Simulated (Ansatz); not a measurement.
## Resistance of the hcp Ru(0001) / fcc Rh(111) interface

How much resistance does one hcp Ru(0001) / fcc Rh(111) interface add to a current across the layers?

Program: Ansatz 0.2.0. Level of theory: Ansatz plane-wave DFT, PBE, PAW files; ballistic transport by layer matching (Landauer), zero bias; PAW set soft_1, in the first sound run; inputs show where later runs differ. Results are calculated unless marked as measured.

### 1. The starting structure

The cell holds 21 atoms: 12 Ru and 9 Rh. Its edges and angles: a = 2.697 Å, b = 2.697 Å, c = 45.490 Å, α = 90.0°, β = 90.0°, γ = 120.0°. It derives from Ru and Rh. Regions: Ru, 12 atoms (12 Ru); Rh, 9 atoms (9 Rh). The structure's axis is c.

### 2. Transmission: PBE

Both metals share one in-plane lattice, the mean of the two, each at its own atomic volume. The two leads are named in the middle of each metal, so that only one of the cell's two interfaces is crossed. The mesh across the current, 52×52, is finer than the density's, because channels open and close sharply across the zone. Energies from -0.27 to 0.27 eV in steps of 0.036 eV cover the slope of the Fermi function at 300 K, so the program can form a conductance.

Input file input.yaml:

```yaml
crystal:
  lattice:
    - [2.6974988998, 0.0, 0.0]
    - [-1.3487494499, 2.3361025739, 0.0]
    - [0.0, 0.0, 45.4898143392]
  atoms:
    - { symbol: Ru, position: [0.0, 0.0, 0.0219829431] }
    - { symbol: Ru, position: [0.3333333333, 0.6666666667, 0.0693374363] }
    - { symbol: Ru, position: [0.0, 0.0, 0.1166919295] }
    - { symbol: Ru, position: [0.3333333333, 0.6666666667, 0.1640464227] }
    - { symbol: Ru, position: [0.0, 0.0, 0.2114009159] }
    - { symbol: Ru, position: [0.3333333333, 0.6666666667, 0.2587554091] }
    - { symbol: Ru, position: [0.0, 0.0, 0.3061099023] }
    - { symbol: Ru, position: [0.3333333333, 0.6666666667, 0.3534643954] }
    - { symbol: Ru, position: [0.0, 0.0, 0.4008188886] }
    - { symbol: Ru, position: [0.3333333333, 0.6666666667, 0.4481733818] }
    - { symbol: Ru, position: [0.0, 0.0, 0.495527875] }
    - { symbol: Ru, position: [0.3333333333, 0.6666666667, 0.5428823682] }
    - { symbol: Rh, position: [0.6666666667, 0.3333333333, 0.5905455082] }
    - { symbol: Rh, position: [0.0, 0.0, 0.6385172951] }
    - { symbol: Rh, position: [0.3333333333, 0.6666666667, 0.686489082] }
    - { symbol: Rh, position: [0.6666666667, 0.3333333333, 0.7344608688] }
    - { symbol: Rh, position: [0.0, 0.0, 0.7824326557] }
    - { symbol: Rh, position: [0.3333333333, 0.6666666667, 0.8304044425] }
    - { symbol: Rh, position: [0.6666666667, 0.3333333333, 0.8783762294] }
    - { symbol: Rh, position: [0.0, 0.0, 0.9263480162] }
    - { symbol: Rh, position: [0.3333333333, 0.6666666667, 0.9743198031] }
kpoints:
  mp_grid: { grid: [16, 16, 1] }
hamiltonian:
  xc: pbe
  pseudopotentials: { kind: paw, azcp: { folder: soft_1 } }
scf:
  occupations: { method: fermi_dirac, width: 0.1 }
output:
  transmission:
    leads: [[5, 7], [15, 16]]
    kmesh: [52, 52]
    e_range: [-0.27, 0.27]
    de: 0.036
  write_potential: true
  write_density: true
  volumetric_format: npy
  elf: true
```

Started as:

```sh
$ ansatz run input.yaml --threads 4 --pin off --max-ram 15360MiB --backend cpu --events-out ev --progress --plain --runs-dir out
```

Numbers of over 12 decimals in the logs are rounded to 6 here.

Log:

```text
Engine: ansatz 0.2.0, aarch64-unknown-linux-gnu
Pseudopotentials: kind: paw
Pseudopotential: Ru, paw, valence charge 16, recommended cutoff 420 eV (normal), soft_1/Ru.paw.azcp
Pseudopotential: Rh, paw, valence charge 17, recommended cutoff 420 eV (normal), soft_1/Rh.paw.azcp
Functional definition: PBE
  parameter kappa = 0.804
  parameter beta = 0.066725
  exchange = pbe_x(kappa = kappa, mu = beta*pi^2/3)
  correlation = pbe_c(beta = beta)
Crystal: 21 atoms, lattice volume = 286.660 Å³
Basis set: ecut = 420 eV, 5691 PW (Γ)
Bands: 207, of which v1, the nominal top of the filled ones, is band 173 counted from 1 (172 counted from 0)
Symmetry: 6 space group operations
Space group: P3m1 (ITA 156), of the structure as read, at distance tolerance 6.6e-5 Å
k-points: 30 of 256 (time reversal used)
Non-local potential: Ru, projectors of the file, l = 0: 3, l = 1: 2, l = 2: 2, l = 3: 1
Non-local potential: Rh, projectors of the file, l = 0: 3, l = 1: 2, l = 2: 2, l = 3: 1
PAW form: soft (Blöchl's): semilocal exchange-correlation on the pseudo side does not see the compensation charge
PAW one-centre angular grid: Ru, 590 points (default); XC on 64 Gauss nodes
PAW one-centre angular grid: Rh, 590 points (default); XC on 64 Gauss nodes
Initial density: superposition of atomic densities (chi_scale 0.1, normalization cell, long waves of neutral atoms (reshape's long-wave potential 18.33 eV rms, cloud 2.88 Å wide))
Initial wavefunctions: pseudopotential atomic-orbital guess
Functional: x = pbe(κ = 0.804, μ = 0.219515), c = pbe(β = 0.066725)
SCF iter   1: F=—  HF=-128184.156654 eV  |F-HF|=—  |Δ(HF+E_count)|=         —  Δρ=1.26e-1  dr2=4.41e2  ethr=3.10e-3  ⟨swp⟩=5.0  Hψ=18896  notcnv=0  defer=32
preconditioner: auto → Kerker (q_TF=auto, 2.814 Å⁻¹)  [metal: Δε(μ)=0.018 eV  Ē_g=5.583 eV  σ=0.100 eV  W_gap=0.05  n_scr=106 (ndim 8)  ℏωp=29.2 eV  f_vac=0.000  D(μ)=18.82/eV (n_scr^D=234)]
SCF iter   2: F=—  HF=-128174.041365 eV  |F-HF|=—  |Δ(HF+E_count)|=    1.01e1  Δρ=5.92e-2  dr2=1.33e2  ethr=3.10e-3  ⟨swp⟩=2.1  Hψ=11053  notcnv=0  defer=94
SCF iter   3: F=—  HF=-128171.418399 eV  |F-HF|=—  |Δ(HF+E_count)|=    2.62e0  Δρ=9.61e-3  dr2=3.60e0  ethr=3.10e-3  ⟨swp⟩=2.1  Hψ=9621  notcnv=0  defer=94
SCF iter   4: F=—  HF=-128171.394925 eV  |F-HF|=—  |Δ(HF+E_count)|=   2.35e-2  Δρ=2.56e-3  dr2=1.98e0  ethr=1.04e-3  ⟨swp⟩=1.5  Hψ=7199  notcnv=0  defer=96
SCF iter   5: F=—  HF=-128171.390783 eV  |F-HF|=—  |Δ(HF+E_count)|=   4.14e-3  Δρ=1.29e-3  dr2=3.36e-1  ethr=5.73e-4  ⟨swp⟩=1.0  Hψ=6091  notcnv=0  defer=96
SCF iter   6: F=—  HF=-128171.390335 eV  |F-HF|=—  |Δ(HF+E_count)|=   4.48e-4  Δρ=2.49e-4  dr2=1.29e-2  ethr=9.75e-5  ⟨swp⟩=1.0  Hψ=6091  notcnv=0  defer=96
SCF iter   7: F=—  HF=-128171.390310 eV  |F-HF|=—  |Δ(HF+E_count)|=   2.55e-5  Δρ=6.28e-5  dr2=6.25e-4  ethr=3.74e-6  ⟨swp⟩=1.0  Hψ=6091  notcnv=0  defer=96
SCF iter   8: F=—  HF=-128171.390308 eV  |F-HF|=—  |Δ(HF+E_count)|=   2.29e-6  Δρ=1.79e-5  dr2=3.14e-5  ethr=1.81e-7  ⟨swp⟩=1.0  Hψ=6091  notcnv=0  defer=96
SCF iter   9: F=—  HF=-128171.390766 eV  |F-HF|=—  |Δ(HF+E_count)|=   4.58e-4  Δρ=5.27e-6  dr2=4.28e-7  ethr=9.09e-9  ⟨swp⟩=1.0  Hψ=6157  notcnv=0  defer=100
SCF iter  10: F=-128171.390765 eV  HF=-128171.390766 eV  |F-HF|=8.56e-8  |Δ(HF+E_count)|=   1.49e-8  Δρ=1.30e-6  dr2=8.70e-8  ethr=2.90e-11  ⟨swp⟩=6.8  Hψ=14054  notcnv=0
SCF 1 converged in 10 iterations: F = -128171.390765 eV  dr2 = 8.70e-8
  greatest PAW one-centre occupation: 1.000 electrons in one spin orbital (limit 2), on the Rh atom at site 20 (counted from 0), in its partial waves of l = 0
transmission: 1237 of 12348 steps passed
transmission: 2470 of 12348 steps passed
[...]
transmission: 12348 of 12348 steps passed
SCF converged after 10 iterations
Free energy (F): -128171.390765 eV
Harris-Foulkes:  -128171.390766 eV  (|F-HF|=8.56e-8)
Internal energy: -128170.655560 eV  (E = F + TS)
E sigma→0 (E₀):  -128171.023163 eV
Entropy (-TS):   -0.735206 eV (-35.010 meV/atom)
Fermi energy:    22.945961 eV
--- Per-component energies (eV) ---
  E_band       = -1433.004974
  E_kinetic    = 10363.730165
  E_local      = -30290.089073  (includes V_loc(G=0)·N_el)
  E_nonlocal   = 7632.754227
  E_hartree    = 10878.898874
  E_xc         = -3859.857048
  E_vxc        = -4863.943010  (∫ρ·V_xc dr)
  E_paw        = -74447.983446  (= ΣΔE_a)
  E_vpaw       = -6033.277068  (= ΣTr[D̂ρ^β])
  E_aug_tail   = 0.008329  (compensation charges beyond the density's cutoff)
  E_ewald      = -48448.117588
  E_smearing   = -0.735206  (= −TS)
  E_closure    = 0.000000  (closes the sum)
  Σ components = -128171.390765   (vs F -128171.390765, Δ=0.00e0)
--- Band table (eV; the first three rows and the last of 30) ---
  k-point 0: bands = [... 169 lower, 21.8939, 21.9476, 21.9476, 21.9656, 21.9656, 22.0852, 22.0852, 22.2477, ... 30 higher]
  k-point 1: bands = [... 169 lower, 21.7901, 21.8122, 21.8719, 21.9176, 21.9562, 22.0232, 22.0379, 22.1136, ... 30 higher]
  k-point 2: bands = [... 169 lower, 21.4560, 21.5168, 21.5597, 21.6784, 21.6988, 21.8471, 21.8932, 21.9670, ... 30 higher]
  k-point 29: bands = [... 169 lower, 23.1882, 23.2610, 23.3003, 23.3356, 23.4701, 23.5095, 23.6988, 23.7419, ... 30 higher]
--- Transmission ---
  basis      : 55 plane waves across, 49 finite elements along
  points     : 252, standing for a mesh of 52 x 52
  filling    : by the input's occupations and mesh, since the crystals that have channels conduct as metals do. If one of these is a semiconductor, that mesh has misplaced its level
  energies   : 16 from -0.270000 to 0.270000 eV about the Fermi level, 0.036000 eV apart; the leads are filled to 0.000000 eV, and channels, transmission and decay are at 0.018000 eV
  crystal 0  : Ru2, at the sites [5, 7], period 4.3083 Å, over 25.85 Å; its Hamiltonian steps by up to 2.7 meV
    offset         : up to 0.0000 Å between an atom of the period and one for which it stands
    filled         : 12.7 meV over the level at which it is neutral
    channels       : 1.366864e0 a spin
    conductance    : 1.6867e15 S/m² at 300 K; may be off by some 0.0 % by where its bands' edges are placed, 2.8 % from the k-mesh, 0.5 % from the distance to neutral
    slowest decay  : 0.0491 /Å at (0.2692, 0.2115)
  crystal 1  : Rh1, at the sites [15, 16], period 2.1822 Å, over 19.64 Å; its Hamiltonian steps by up to 2.0 meV
    offset         : up to 0.0000 Å between an atom of the period and one for which it stands
    filled         : 10.0 meV under the level at which it is neutral
    channels       : 1.795118e0 a spin
    conductance    : 2.1967e15 S/m² at 300 K; may be off by some 0.0 % by where its bands' edges are placed, 1.1 % from the k-mesh, 0.3 % from the distance to neutral
    slowest decay  : 0.0150 /Å at (0.4038, 0.1923)
  junction   : crystal 0 to crystal 1, 13.55 to 33.80 Å
    transmission   : 9.289491e-1 a spin
    conductance    : 1.1457e15 S/m² at 300 K (1.1067e15 on every other point, 1.1456e15 on every other energy)
    error estimate : 0.0 % from the energy spacing and 0.3 % from band edges of the leads and from resonances (wavevectors taken as independent; lower de), 2.4 % from the k-mesh, 1.0 % from the steps of its leads' Hamiltonians or their offsets (lay more layers), 0.2 % from the distance to neutral
    resistance     : 3.4871e-4 Ω µm² beyond half of each lead's own
```

The job ended after 5.7 min (4 threads of Arm Neoverse V1, shared host; peak memory 2.2 GiB; 16 min of CPU time).

This step gave:

```
free energy                                                                : -128171.3908 eV
energy at zero smearing                                                    : -128171.0232 eV
Fermi energy                                                               : 22.95 eV
cell area                                                                  : 6.302 Å²
step of the lead's potential                                               : 2.7 meV
ballistic conductance of the lead                                          : 1.69e15 S/m²
estimated errors of the lead's conductance                                 : 0, 2.8, 0.5 % (band edges, k-mesh, distance from neutral)
lead conductance per cell                                                  : 1.372 G₀
step of the upper lead's potential                                         : 2 meV
ballistic conductance of the upper lead                                    : 2.20e15 S/m²
conductance of the junction                                                : 1.15e15 S/m²
junction conductance per cell                                              : 0.9318 G₀
estimated errors of the junction's conductance                             : 0, 0.3, 2.4, 1, 0.2 % (energy step, band edges, k-mesh, leads' steps, distance from neutral)
area resistance that the stack adds (contact term taken off, spin by spin) : 0.3487 fΩ m²
```

Per spin. The transmission, zone mean by energy, zero at the Fermi level:

```tsv
energy (eV)	transmission, zone mean
-0.270	0.974
-0.234	0.963
-0.198	0.960
-0.162	0.941
-0.126	0.934
-0.090	0.930
-0.054	0.944
-0.018	0.938
0.018	0.929
0.054	0.920
0.090	0.904
0.126	0.922
0.162	0.931
0.198	0.919
0.234	0.911
0.270	0.900
```

Per spin. Open channels, zone mean against energy, zero at the Fermi level:

```tsv
energy (eV)	lead	upper lead
-0.270	1.48	1.71
-0.234	1.44	1.72
-0.198	1.41	1.71
-0.162	1.38	1.70
-0.126	1.37	1.72
-0.090	1.38	1.74
-0.054	1.40	1.77
-0.018	1.38	1.78
0.018	1.37	1.80
0.054	1.33	1.83
0.090	1.30	1.84
0.126	1.35	1.85
0.162	1.36	1.88
0.198	1.32	1.93
0.234	1.32	1.94
0.270	1.31	1.96
```

Transmission over k1 and k2. At -0.0180 eV from the Fermi level (the log's summary may quote the solved energy on the other side of it).

Ten even steps from '0' (0.00) to '9' (2.86), each cell a mean:
```
897421000002358976211122111146
576632000000236765210011110013
234533100000023553210001110001
112321111111122123211111111111
100001465544555421000122111112
000002566655556653000001110012
100002556665566665410000110001
100002545665555665442000011001
222102545555555555555300222233
654312556655555555565541234566
996521566665557755566665125689
886642256665555665556666313567
555333114555555555555555411334
211122000344555555556554310012
100011000024556665566655310001
110001100001456665556666410000
121001210000035665445566410000
111111111101222344444444212211
110011110012333220000000123322
210001110001256632000000235664
631001111001367863200000124688
964111211112368975211101112479
```
Columns: k1 (b1) from -0.5 to 0.481; rows upwards: k2 (b2) from -0.5 to 0.481.

Open channels over k1 and k2. At -0.0180 eV from the Fermi level (the log's summary may quote the solved energy on the other side of it).

Ten even steps from '0' (0.00) to '9' (3.00), each cell a mean:
```
999633210223489999333333333359
899943100001359999333333333334
347953100000025884333333333333
333333222222223233333333333333
320002677777777631001333333333
200002766666666674000003333333
310002766666666667510002333333
320002766666666666762000233333
433102766666666666667410233444
985412766666688866666762236999
999933666666699997666667338999
999963367666668997666667434899
777633115766666776666667411346
333333100376666666666667410023
333333200026766666666667410003
333333310001576666666667410002
333333332000037666666667410001
333333333322223455555555322223
333333333333335321000000234533
333333333333499963100000239996
953333333333599994310000235999
996333333333599998333313333799
```
Columns: k1 (b1) from -0.5 to 0.481; rows upwards: k2 (b2) from -0.5 to 0.481.

ELF in the ca plane at fractional y = 0.667, with atoms of Ru and Rh within 0.2 Å of it. It is the smooth field of the valence electrons, not physical close to the nuclei.

Ten even steps from '0' (0.19) to '9' (0.74), each cell a mean:
```
24311111111034201111111134201124300001000134
24311111111034201111111134201124300001000134
12111123211112111123201112100012100123200012
10111267631110111367621100000000010367620100
21221476751221221576740111000001110599840111
21221476751221221576740111000001110599840111
11111367631211111367621100000000010378620100
12111134311112111134201011100012100134200012
```
Columns run along c (16.0 Å, from fractional 0.39 to 0.74 of the cell), rows up along a (2.7 Å). Atoms in or near the plane, at fractional coordinates: Ru at (0.45, 0.33), Ru at (0.54, 0.33), Rh at (0.69, 0.33).

Electrostatic potential energy in the ca plane at fractional y = 0.667, with atoms of Ru and Rh within 0.2 Å of it. With pseudopotentials it is smooth inside the atoms' cores, unlike the true potential.

Ten even steps from '0' (-61 eV) to '9' (24 eV), each cell a mean:
```
76689999999876799999999876799876799999999876
76789999999876799999999876799876799999999876
87899976799987899976799987899987899976799987
99999731379999999631379999999999999732479999
99999500049999998400059999999999998510159999
99999500049999998400059999999999998510159999
99999721269999999621379999999999999632379999
87899976789987899876799988899987899876799988
```
Columns run along c (16.0 Å, from fractional 0.39 to 0.74 of the cell; values clipped at the 3rd and 97th percentile), rows up along a (2.7 Å). Atoms in or near the plane, at fractional coordinates: Ru at (0.45, 0.33), Ru at (0.54, 0.33), Rh at (0.69, 0.33).

Valence density in the ca plane at fractional y = 0.667, with atoms of Ru and Rh within 0.2 Å of it. It is the smooth field of the valence electrons, not physical close to the nuclei.

Ten steps, logarithmic in the rise over the least value, from '0' (0 e/Å³) to '9' (12 e/Å³), each cell a mean:
```
45531122211355421122211355422355421122211355
45531122211345421122211355422355421122211355
34321245421234321345421244321234321345421234
22222478752122212578742122210122212578742122
11112689863111113699862111100011113799962111
11112689863111113699862111100011113799962111
22222578752222222578742122100122212588742122
34322245432234322355421234311234321355421234
```
Columns run along c (16.0 Å, from fractional 0.39 to 0.74 of the cell), rows up along a (2.7 Å). Atoms in or near the plane, at fractional coordinates: Ru at (0.45, 0.33), Ru at (0.54, 0.33), Rh at (0.69, 0.33).

The larger of the two leads' potential steps is 2.7 meV from period to period, small in itself. The program estimates the junction's conductance to 2.4 % from the k-mesh, 0.2 % from the leads' distance from neutral and 1 % from their steps.

### 3. Resistance: PBE

This step: Ansatz plane-wave DFT, PBE, PAW files; ballistic transport by layer matching (Landauer), zero bias; specific resistance of one interface, 1/T less the mean of the leads' 1/N; PAW set soft_1 (Ansatz 0.2.0).

This step gave:

| Property | Result |
| --- | --- |
| area resistance | 0.3488 fΩ m² |
| T over the leads' mean channel count | 0.5892 |
| twice the interface resistance (2AR, or 2AR* for magnets) | 0.6977 fΩ m² |

Twice the interface resistance is 0.698 fΩ m² here.

By hand, with T and the leads' channels N averaged over the energies near the Fermi level: RA = A (h/2e²)(1/T − ½[1/N₁ + 1/N₂]) = 6.302×10⁻²⁰ m² × 12 906 Ω × (1/0.9327 − ½[1/1.371 + 1/1.795]) = 0.349 fΩ m².

### 4. Transmission: PBE, coarse mesh, least span asked of the mesh across the current 40 Å

The same cell on a mesh a third as fine shows what a quick run would give. To save time only the energies from -0.06 to 0.06 eV are solved. The mesh is 18×18 and the cutoff, the files' own for this level, 420 eV.

This step: Ansatz plane-wave DFT, PBE, PAW files; ballistic transport by layer matching (Landauer), zero bias; PAW set soft_1 (Ansatz 0.2.0).

input.yaml: that of step 2 with these lines changed.

```diff
@@ -37,5 +37,5 @@
     leads: [[5, 7], [15, 16]]
-    kmesh: [52, 52]
-    e_range: [-0.27, 0.27]
-    de: 0.036
+    kmesh: [18, 18]
+    e_range: [-0.06, 0.06]
+    de: 0.04
   write_potential: true
@@ -43,2 +43 @@
   volumetric_format: npy
-  elf: true
```

Log:

```text
[...]
Crystal: 21 atoms, lattice volume = 286.660 Å³
Basis set: ecut = 420 eV, 5691 PW (Γ)
Bands: 207, of which v1, the nominal top of the filled ones, is band 173 counted from 1 (172 counted from 0)
Symmetry: 6 space group operations
[...]
k-points: 30 of 256 (time reversal used)
[...]
SCF iter   1: F=—  HF=-128184.156654 eV  |F-HF|=—  |Δ(HF+E_count)|=         —  Δρ=1.26e-1  dr2=4.41e2  ethr=3.10e-3  ⟨swp⟩=5.0  Hψ=18896  notcnv=0  defer=32
[...]
SCF iter  10: F=-128171.390765 eV  HF=-128171.390766 eV  |F-HF|=8.56e-8  |Δ(HF+E_count)|=   1.49e-8  Δρ=1.30e-6  dr2=8.70e-8  ethr=2.90e-11  ⟨swp⟩=6.8  Hψ=14054  notcnv=0
SCF 1 converged in 10 iterations: F = -128171.390765 eV  dr2 = 8.70e-8
[...]
transmission: 183 of 1813 steps passed
transmission: 363 of 1813 steps passed
[...]
transmission: 1813 of 1813 steps passed
SCF converged after 10 iterations
Free energy (F): -128171.390765 eV
[...]
Internal energy: -128170.655560 eV  (E = F + TS)
E sigma→0 (E₀):  -128171.023163 eV
Entropy (-TS):   -0.735206 eV (-35.010 meV/atom)
Fermi energy:    22.945961 eV
[...]
--- Band table (eV; the first three rows and the last of 30) ---
  k-point 0: bands = [... 169 lower, 21.8939, 21.9476, 21.9476, 21.9656, 21.9656, 22.0852, 22.0852, 22.2477, ... 30 higher]
  k-point 1: bands = [... 169 lower, 21.7901, 21.8122, 21.8719, 21.9176, 21.9562, 22.0232, 22.0379, 22.1136, ... 30 higher]
  k-point 2: bands = [... 169 lower, 21.4560, 21.5168, 21.5597, 21.6784, 21.6988, 21.8471, 21.8932, 21.9670, ... 30 higher]
  k-point 29: bands = [... 169 lower, 23.1882, 23.2610, 23.3003, 23.3356, 23.4701, 23.5095, 23.6988, 23.7419, ... 30 higher]
--- Transmission ---
  basis      : 55 plane waves across, 49 finite elements along
  points     : 37, standing for a mesh of 18 x 18
[...]
channels       : 1.413580e0 a spin
    conductance    : none, the energies end too early or step too widely for 300 K: set another output.transmission.e_range or a lower de, or, where they end at an eighth of basis.ecutwfc, a higher one
    slowest decay  : 0.0828 /Å at (0.2778, 0.1667)
[...]
channels       : 1.740741e0 a spin
[...]
junction   : crystal 0 to crystal 1, 13.55 to 33.80 Å
    transmission   : 9.607202e-1 a spin
[...]
```

Run time: 84 s. Hardware: 4 threads; peak memory 2.2 GiB.

The run finished; it serves as a test, and its numbers are not taken as the result.

### 5. Resistance: PBE, coarse mesh

This step: Ansatz plane-wave DFT, PBE, PAW files; ballistic transport by layer matching (Landauer), zero bias; specific resistance of one interface, 1/T less the mean of the leads' 1/N; PAW set soft_1 (Ansatz 0.2.0).

This step gave:

| Quantity | Value |
| --- | --- |
| area resistance | 0.3249 fΩ m² |
| T over the leads' mean channel count | 0.6094 |
| twice the interface resistance (2AR, or 2AR* for magnets) | 0.6498 fΩ m² |

Twice the interface resistance is 0.650 fΩ m² here, against 0.698 in the first run; 60.9 % of the two leads' mean channel count pass, 58.9 % before.

(Part 1 of 2 ends here.)

[Logs are printed without paths, hosts, clocks, repeated set-up lines and the standing remarks that a program may print on its own settings, such as how far it seeks lower states.]

[Hosts, paths, dates, database ids (printed as entryN), source tags and the programs' standing remarks are cut or masked in the printed files.]
